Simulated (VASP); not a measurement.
The system is TiH2.

```
Ti H
1.0
    -1.58858    1.58858    2.06987
     1.58858   -1.58858    2.06987
     1.58858    1.58858   -2.06987
Ti H
1 2
Direct
  0.00000 0.00000 0.00000
  0.25000 0.75000 0.50000
  0.75000 0.25000 0.50000
```

The cell comes from a database or a generator and needn't be the stable form of this composition.

Base run:

```yaml
Program: VASP 6.6.1
Functional: r2SCAN
Potentials_or_basis: VASP PAW PBE potentials, release 64 (Ti_sv, H)
Cutoff: 520 eV
k_mesh: 18 × 18 × 18
Occupations: gaussian, width 0.1 eV
Spin: no spin polarisation
```

Its results: band gap on the k mesh none (metal or under the smearing width); pressure 3.4 GPa.

Question: The run is repeated on the same cell with these changes: functional from r2SCAN to PBEsol; cutoff from 520 eV to 700 eV. What comes out?

Answer: Band gap on the k mesh none (metal or under the smearing width); pressure 0.1 GPa.

Caveats: the PAW data sets were made with another functional, which shifts forces and pressure a little.
